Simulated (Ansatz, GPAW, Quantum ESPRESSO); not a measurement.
# The bulk modulus of TiC, sorted by core time

The structure is cubic, space group Fm-3m (No. 225). The conventional cell has a = 4.331 Å, b = 4.331 Å, c = 4.331 Å, α = 90.00°, β = 90.00°, γ = 90.00°. Ti (site symmetry m-3m) has 6 C at 2.17 Å as nearest neighbours. C (site symmetry m-3m) is surrounded by 6 Ti at 2.17 Å.

The cell is a database's computed one, not the measured one.

| rung | level | program and potentials | cutoff (eV) | k mesh | smearing | core time | chip | bulk modulus (GPa) | notes |
| --- | --- | --- | --- | --- | --- | --- | --- | --- | --- |
| GGA | PBEsol | Ansatz, all-electron LAPW, scalar-relativistic | - | 11 × 11 × 11 | fermi-dirac 0.05 | 58 s | Arm Neoverse V1 | 267.9 | - |
| GGA + dispersion | BLYP+D3(zero damping) | GPAW, PAW data sets generated for this functional | 800 | 9 × 9 × 9 | fermi-dirac 0.05 | 72 s | Arm Neoverse V2 | 251.7 | - |
| GGA | PBE | GPAW, GPAW PAW data sets (gpaw-data 1.2.1) | 800 | 9 × 9 × 9 | fermi-dirac 0.05 | 76 s | Arm Neoverse V2 | 250.4 | - |
| GGA + dispersion | RPBE+D3(zero damping) | GPAW, the program's PAW data sets (release 1.2.1) made for this functional | 800 | 9 × 9 × 9 | fermi-dirac 0.05 | 78 s | Arm Neoverse V2 | 249.7 | - |
| GGA | PBE | Ansatz, all-electron LAPW, scalar-relativistic | - | 11 × 11 × 11 | fermi-dirac 0.05 | 2.1 min | AMD EPYC 7R43 Zen 3 | 250.8 | - |
| non-local van der Waals functional | rev-vdW-DF2 | Quantum ESPRESSO, PseudoDojo 0.4.1 SR PBE standard | 1143 | 11 × 11 × 11 | fermi-dirac 0.05 | 10 min | Arm Neoverse V1 | 257.6 | potentials made for PBE |

Times are single runs on shared hosts and different chips, so they are rough; meshes, cutoffs and the tasks' sizes weigh on the time. Task: equation of state. All rows: no spin polarisation. Smearing widths are in eV. For a metal such meshes aren't converged. Meshes differ between rows, which moves values too. Meshes are those of the run's cell of 2 atoms unless a note names another. Runs on faulty files, with rough fits or with known faults for this quantity aren't shown. No row holds spin-orbit coupling.

By rung: GGA 250.4 to 267.9; GGA + dispersion 249.7 to 251.7; non-local van der Waals functional 257.6 (GPa).
